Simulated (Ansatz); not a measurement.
# RbCl: the cost of one run

Computed with Ansatz 0.2.0 (DFT r²SCAN, frozen-core PAW, scalar-relativistic unless said, unless a step's input says otherwise).

## (1) The structure to begin with

It takes space group Fm-3m (No. 225, cubic). The conventional cell has a = 6.548 Å, b = 6.548 Å, c = 6.548 Å, α = 90.00°, β = 90.00°, γ = 90.00°. Around Rb (site symmetry m-3m) lie 6 Cl at 3.27 Å. Around Cl (site symmetry m-3m) lie 6 Rb at 3.27 Å.

Coordinates:

```xyz
2
Lattice="3.2740 3.2740 0.0000 -3.2740 3.2740 0.0000 0.0000 3.2740 3.2740" Properties=species:S:1:pos:R:3 pbc="T T T"
Rb    0.0000    0.0000    0.0000
Cl    0.0000    3.2740    0.0000
```

Cartesian axes are those of the input's lattice vectors. The structure goes back to a database entry.

## (2) Cell and atoms relaxed, PAW

input.yaml

```yaml
crystal:
  lattice:
    - [3.274, 3.274, 0.0]
    - [-3.274, 3.274, 0.0]
    - [0.0, 3.274, 3.274]
  atoms:
    - { symbol: Rb, position: [0.0, 0.0, 0.0] }
    - { symbol: Cl, position: [0.5, 0.5, 0.0] }
kpoints:
  mp_grid: { grid: [10, 10, 10] }
scf:
  occupations: { method: fermi_dirac, width: 0.05 }
hamiltonian:
  xc: r2scan
  pseudopotentials: { kind: paw }
relax:
  f_tol: 0.002
  max_steps: 80
  cell: {}
output:
  forces: true
  stress: true
```

Run with:

```
ansatz run input.yaml --threads 1 --pin off --max-ram 3072MiB --backend cpu --events-out ev --progress --plain --runs-dir out
```

What time and memory should one allow on 1 thread of Arm Neoverse V1, shared host?

About 23 s, with a peak of 0.55 GiB.
